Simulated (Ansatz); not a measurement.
CaF₂ (fluorite)

```xyz
6
Lattice="0.0000 5.4391 5.4391 2.7196 2.7196 5.4391 2.7196 2.7196 0.0000" Properties=species:S:1:pos:R:3 pbc="T T T"
Ca     0.0000     0.0000     0.0000
Ca     2.7196     5.4391     2.7196
F      1.3598     1.3598     1.3598
F      1.3598     4.0794     4.0794
F      4.0794     9.5185     9.5185
F      4.0794     6.7989     6.7989
```

The atoms are displaced by Q × the pattern below (from a DFPT mode at X = (0.5, 0.5, 0.0), largest move 1; Q in Å), at fixed cell. It is one choice among 2 degenerate patterns. (q is in reciprocal vectors of the primitive cell; the cell shown is doubled to hold the pattern.)

| atom | x | y | z |
|---|---|---|---|
| Ca1 | -0.235 | 0.000 | 0.000 |
| Ca2 | 0.235 | 0.000 | 0.000 |
| F3 | 0.000 | 1.000 | 0.000 |
| F4 | 0.000 | -1.000 | 0.000 |
| F5 | 0.000 | 1.000 | 0.000 |
| F6 | 0.000 | -1.000 | 0.000 |

The numbers are results of r2SCAN (plane waves to 500 eV, PAW, scalar-relativistic; Ansatz, a program for electronic structure), not measurements. k mesh 11×11×11 (Γ-centred), Fermi-Dirac smearing 0.05 eV. Compression counts positive. CaF2 was relaxed with its symmetry unable to fall. 

| Q (Å) | P (GPa) | −dE/dQ from forces (eV/Å) |
|---|---|---|
| -0.180 | 3.36 | 7.061 |
| -0.150 | ? | 5.631 |
| -0.120 | ? | 4.345 |
| -0.090 | 0.81 | 3.169 |
| -0.060 | ? | 2.070 |
| -0.030 | 0.09 | 1.023 |
| 0.000 | 0.00 | 0.000 |
| 0.030 | 0.09 | -1.023 |
| 0.060 | ? | -2.070 |
| 0.090 | 0.81 | -3.169 |
| 0.120 | ? | -4.345 |
| 0.150 | ? | -5.631 |
| 0.180 | 3.36 | -7.061 |

Task: Some entries are withheld; supply them.

Result: 
- -0.150, P (GPa): 2.30
- -0.120, P (GPa): 1.46
- -0.060, P (GPa): 0.36
- 0.060, P (GPa): 0.36
- 0.120, P (GPa): 1.46
- 0.150, P (GPa): 2.30

(A displaced cell: forces are minus the slopes of the energy, force constants its curvatures, and phonons follow from these.)
